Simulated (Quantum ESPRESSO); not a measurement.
The system is CuO.

```xyz
2
Lattice="2.8363 0.0000 0.0000 -1.4182 2.4563 0.0000 0.0000 0.0000 2.7681" Properties=species:S:1:pos:R:3 pbc="T T T"
Cu    0.0000    0.0000    0.0000
O     1.4182    0.8188    1.3841
```

Measurements of this composition are mostly on another form, of space group No. 15.

Base run:

| Property | Result |
| --- | --- |
| Program | Quantum ESPRESSO 7.5 |
| Functional | LDA |
| Potentials or basis | SSSP 1.3 efficiency PBE |
| Cutoff | 748 eV |
| Density cutoff | 5987 eV |
| k mesh | 11 × 11 × 10 |
| Occupations | fermi-dirac, width 0.05 eV |
| Spin | no spin polarisation |
| Hubbard terms | Cu d U = 8 eV |

Its results: band gap on the k mesh none (metal or under the smearing width); pressure -8.9 GPa.

**Question.** The run is repeated on the same cell with these changes: hubbard terms from Cu d U = 8 eV to Cu d U = 5 eV. What comes out?

**Answer.** Band gap on the k mesh none (metal or under the smearing width); pressure -12.2 GPa.

Caveats: the potentials were made for another functional, which shifts forces and pressure; an odd number of electrons without spin polarisation forces a metal; a magnetic or distorted state may lie lower; the run has no spin polarisation, though such a crystal can be magnetic; U without spin polarisation on a metal has little footing.

Not every run made on this cell is shown here.
